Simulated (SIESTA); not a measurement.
The system is TiSe.

```
Ti Se
1.0
     3.40340    0.00000    0.00000
     0.00000    3.40340    0.00000
     0.00000    0.00000    3.40340
Ti Se
1 1
Direct
  0.00000 0.00000 0.00000
  0.50000 0.50000 0.50000
```

The cell comes from a database or a generator and needn't be the stable form of this composition.

Base run:

```yaml
Program: SIESTA 5.4.2
Functional: LDA
Potentials_or_basis: PseudoDojo 0.4 standard (LDA files)
Basis: DZP (energy shift 0.002 Ry)
Grid_cutoff: 800 Ry
Energy_shift: 0.002 Ry
k_mesh: 6 × 6 × 6
Occupations: fermi-dirac, width 0.05 eV
Spin: collinear spin, ferromagnetic start
Starting_moments: "[1.0, 0.0] μB"
```

Its results: pressure -17.5 GPa.

Q: The run is repeated on the same cell with these changes: fixed moment from none to 0 μB; hubbard terms from none to Ti d U = 6.2 eV. What comes out?

A: Pressure -8.5 GPa.

Caveats: semicore shells carry a single zeta, which can move pressures by several GPa and volumes by a few percent; the basis of atomic orbitals isn't converged, which shifts pressures, moduli and gaps; so large a pressure means that the cell lies far from this level's equilibrium, or that cutoff or potentials fall short (some runs); the total moment is fixed, so each spin has its own Fermi level (some runs).
